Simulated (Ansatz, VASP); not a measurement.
**SnSe in VASP and in Ansatz**

Contents of INCAR:

```
PREC = Accurate
ENCUT = 520
EDIFF = 1E-7
ISMEAR = 0
SIGMA = 0.1
LREAL = F
LASPH = T
NELM = 60
ALGO = Normal
ISIF = 2
LWAVE = F
LCHARG = F
GGA = PS
NBANDS = 28
```

KPOINTS

```
Automatic mesh
0
Gamma
  4 4 4
```

File POSCAR:

```
SnSe
1.0
    2.1550000000     -5.8525000000      0.0000000000
    2.1550000000      5.8525000000      0.0000000000
    0.0000000000      0.0000000000      4.3180000000
Sn Se
2 2
Direct
    0.8800000000      0.1200000000      0.2500000000
    0.1200000000      0.8800000000      0.7500000000
    0.6440000000      0.3560000000      0.2500000000
    0.3560000000      0.6440000000      0.7500000000
```

Input for Ansatz:

```yaml
crystal:
  lattice:
    - [2.155, -5.8525, 0.0]
    - [2.155, 5.8525, 0.0]
    - [0.0, 0.0, 4.318]
  atoms:
    - { symbol: Sn, position: [0.88, 0.12, 0.25] }
    - { symbol: Sn, position: [0.12, 0.88, 0.75] }
    - { symbol: Se, position: [0.644, 0.356, 0.25] }
    - { symbol: Se, position: [0.356, 0.644, 0.75] }
basis:
  ecutwfc: 420
kpoints:
  mp_grid: { grid: [4, 4, 4] }
hamiltonian:
  xc: pbesol
scf:
  occupations: { method: gaussian, width: 0.1 }
output:
  forces: true
  stress: true
  eigenvalues: true
```

Alike in both runs: task single point; functional PBEsol; k mesh 4 × 4 × 4; occupations gaussian, width 0.1 eV; no spin polarisation.

```csv
,VASP,Ansatz
version,VASP 6.6.1,Ansatz 0.2.0
potentials or method,"VASP PAW PBE potentials, release 64 (Sn_d, Se)","scalar-relativistic, plane waves, PAW"
plane-wave cutoff (eV),520,420
valence electrons in the cell,40,60
```

VASP gave:

```
gap on the k mesh at the Fermi level (eV)       : 0.61
least direct gap on the mesh (eV)               : 0.85
pressure (GPa)                                  : -3.4
largest component of the traceless stress (GPa) : 0.84
rms of the force components (eV/Å)              : 0.142
```

Question: Estimate Ansatz's values.

Answer: gap on the k mesh at the Fermi level (eV): 0.62; least direct gap on the mesh (eV): 0.87; pressure (GPa): -3.4; largest component of the traceless stress (GPa): 0.82; rms of the force components (eV/Å): 0.148.

Atom by atom the forces differ by 0.006 eV/Å (rms over components). With one functional, cell and mesh, what is left measures potentials, basis and numerics. The two sets of potentials don't hold the same shells in valence.

Caveats: the PAW data sets were made with another functional, which shifts forces and pressure a little (VASP); spin-orbit coupling is left out, which moves the levels of the heavy elements. A k mesh can miss the band edges.
